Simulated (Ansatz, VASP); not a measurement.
One calculation of Se, two programs

```
Se
1.0
     1.87306   -5.94173    0.00000
     1.87306    5.94173    0.00000
     0.00000    0.00000    4.95710
Se
4
Direct
  0.09800 0.90200 0.91000
  0.59800 0.40200 0.59000
  0.90200 0.09800 0.09000
  0.40200 0.59800 0.41000
```

Alike in both runs: task single point; functional r2SCAN; k mesh 6 × 6 × 4; occupations gaussian, width 0.1 eV; no spin polarisation.

|  | VASP | Ansatz |
| --- | --- | --- |
| version | VASP 6.6.1 | Ansatz 0.2.0 |
| potentials or method | VASP PAW PBE potentials, release 64 (Se) | scalar-relativistic, plane waves, PAW |
| plane-wave cutoff (eV) | 520 | 500 |
| valence electrons in the cell | 24 | 64 |

```csv
,VASP,Ansatz,Ansatz less VASP
gap on the k mesh at the Fermi level (eV),none,none,-
pressure (GPa),8.0,8.0,0.00
largest component of the traceless stress (GPa),3.73,3.72,-0.001
rms of the force components (eV/Å),0.814,0.815,+0.0009
```

Atom by atom the forces differ by 0.002 eV/Å (rms over components). A gap of «none» marks a metal or a gap that the smearing closes. The two sets of potentials don't hold the same shells in valence.

Caveats: the PAW data sets were made with another functional, which shifts forces and pressure a little (VASP).
